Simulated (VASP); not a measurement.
**CO2: single point with PBEsol**

The system is CO2.

```
C O
1.0
     0.00000    3.67754    5.52571
     0.00000    3.67754   -5.52571
   -11.14149    0.00000    0.00000
C O
8 16
Cartesian
  -4.1608 3.7852 -4.9580
  -4.1608 3.7852 0.5677
  -6.9807 3.5699 3.3306
  -6.9807 3.5699 -2.1951
  -1.4099 5.6239 -2.1951
  -1.4099 1.9464 -2.1951
  -9.7316 1.7311 0.5677
  -9.7316 5.4087 0.5677
  -5.0490 0.6889 0.0820
  -5.0490 4.3664 0.0820
  -6.0925 2.9887 2.8448
  -6.0925 2.9887 -2.6809
  -0.5218 2.5277 2.8448
  -0.5218 2.5277 -2.6809
  -10.6197 1.1499 0.0820
  -10.6197 4.8274 0.0820
  -3.2712 3.2056 1.0522
  -3.2712 3.2056 -4.4735
  -7.8703 4.1495 -1.7107
  -7.8703 4.1495 3.8151
  -2.2996 5.0444 -1.7107
  -2.2996 1.3669 -1.7107
  -8.8419 2.3107 1.0522
  -8.8419 5.9882 1.0522
```

The cell comes from a database or a generator and needn't be the stable form of this composition.

The cell isn't the ideal one: the perfect crystal in a cell of 24 atoms.

```
Program             : VASP 6.6.1
Task                : single point
Functional          : PBEsol
Potentials or basis : VASP PAW PBE potentials, release 64 (C, O)
Cutoff              : 520 eV
k mesh              : 2 × 2 × 2, shifted
Occupations         : gaussian, width 0.01 eV
Spin                : no spin polarisation
```

| Quantity | Value |
| --- | --- |
| Pressure | 1.3 GPa |
| Largest force | 0.709 eV/Å |
| Band gap on the k mesh | 7.16 eV |

Forces in eV/Å, atoms in the order of the input:
```
C   -0.003 -0.002  0.004
C   -0.003 -0.002  0.004
C    0.003  0.002  0.004
C    0.003  0.002  0.004
C    0.003 -0.002  0.004
C    0.003 -0.002  0.004
C   -0.003  0.002  0.004
C   -0.003  0.002  0.004
O   -0.538  0.352 -0.297
O   -0.538  0.352 -0.297
O    0.538 -0.352 -0.297
O    0.538 -0.352 -0.297
O    0.538  0.352 -0.297
O    0.538  0.352 -0.297
O   -0.538 -0.352 -0.297
O   -0.538 -0.352 -0.297
O    0.536 -0.353  0.294
O    0.536 -0.353  0.294
O   -0.536  0.353  0.294
O   -0.536  0.353  0.294
O   -0.536 -0.353  0.294
O   -0.536 -0.353  0.294
O    0.536  0.353  0.294
O    0.536  0.353  0.294
```

Stress tensor (GPa, compression positive):
```
2.46 0.00 0.00
0.00 0.88 0.00
0.00 0.00 0.58
```

Levels at points of the mesh, in eV from the valence-band top:
```csv
k point,band 60,band 61,band 62,band 63,band 64,band 65,band 66,band 67,band 68,band 69
"(0.25, 0.25, 0.25)",-0.13,-0.08,-0.08,-0.08,0.00,7.62,8.13,8.23,8.23,8.23
```

Run time: 92 s on 1 thread of Intel(R) Xeon(R) 6975P-C (Granite Rapids), on a shared host, peak memory 0.46 GiB.

Caveat: the standard files for N, O and F lose accuracy on very short bonds; the PAW data sets were made with another functional, which shifts forces and pressure a little. A k mesh can miss the band edges.
